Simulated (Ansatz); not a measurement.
Input of an Ansatz 0.2.0 run:

The input input.yaml:

```yaml
crystal:
  lattice:
    - [0.0, 2.703, 2.703]
    - [2.703, 0.0, 2.703]
    - [2.703, 2.703, 0.0]
  atoms:
    - { symbol: Ni, position: [0.0, 0.0, 0.0], spin: 2.0 }
    - { symbol: Si, position: [0.75, 0.75, 0.75] }
    - { symbol: Si, position: [0.25, 0.25, 0.25] }
hamiltonian:
  xc: pbesol
  pseudopotentials: { kind: paw }
magnetization:
  spin_polarized: true
  initial_magnetization: 2.0
  spin_locking: { lock_magnetization: hard }
kpoints:
  mp_grid: { grid: [7, 7, 7] }
scf:
  occupations: { method: fermi_dirac, width: 0.05 }
  lower_state_search: "off"
output:
  forces: true
  stress: true
  eigenvalues: true
```

Potentials or basis: Ansatz PAW.

The run is started by

```bash
$ ansatz run input.yaml --threads 2 --pin off --max-ram 5632MiB --backend cpu --events-out ev --progress --plain --runs-dir out
```

Predict the pressure.

10.3 GPa.

Caveat: the total moment is fixed, so each spin has its own Fermi level; the PAW data sets come from PBE, with cores solved anew for the run's functional, which leaves a small shift of forces and pressure; the thresholds are loose for stress.
